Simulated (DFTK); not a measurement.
TiO2 under changes of volume

One of the cells (10.435 Å³/atom); the others are scaled copies at fixed shape and fractional positions:

```
CELL_PARAMETERS angstrom
4.59984 0.00000 0.00000
0.00000 4.59984 0.00000
0.00000 0.00000 2.95921
ATOMIC_POSITIONS crystal
Ti 0.00000 0.00000 0.50000
Ti 0.50000 0.50000 0.00000
O 0.30432 0.30432 0.50000
O 0.19568 0.80432 0.00000
O 0.80432 0.19568 0.00000
O 0.69568 0.69568 0.50000
```

The cell is a database's computed one.

```yaml
Program: DFTK 0.8.2
Functional: PBEsol
Potentials_or_basis: SG15 1.2 (PBE)
Cutoff: 952 eV
k_mesh: 4 × 4 × 5
Occupations: fermi-dirac, width 0.05 eV
Spin: no spin polarisation
```

| volume (Å³/atom) | energy over the lowest point (meV/atom) | gap on the mesh (eV) | largest force (eV/Å) |
| --- | --- | --- | --- |
| 9.809 | 23.70 | 2.06 | 0.282 |
| 10.018 | 8.19 | 2.01 | 0.170 |
| 10.227 | ? | ? | ? |
| 10.435 | 0.00 | 1.90 | 0.073 |
| 10.644 | 5.30 | 1.86 | 0.165 |
| 10.853 | 16.09 | 1.81 | 0.249 |
| 11.062 | 31.97 | 1.76 | 0.328 |

What does the run at 10.227 Å³/atom give?

Energy over the lowest point 0.75 meV/atom; gap on the mesh 1.95 eV; largest force 0.066 eV/Å.

Worked out: A Birch-Murnaghan fit of order 3 (a polynomial in V^(-2/3)) to the other rows has its minimum at 10.35 Å³/atom with B0 = V·E''(V) = 244 GPa and B' = 4.8 at fixed shape and positions, which overstates the stiffness. It gives 0.64 meV/atom at 10.227 Å³/atom, against the run's 0.75. A straight line through the other rows of the gap, of slope -2.49 eV per unit of ln V (its deformation potential), gives 1.96 eV, against the run's 1.95.

Energies are extrapolated to zero smearing.

Caveats: some runs use coarse meshes; the potentials were made for another functional, which shifts forces and pressure; an odd mesh through Γ misses points on the zone boundary, where band edges often lie.
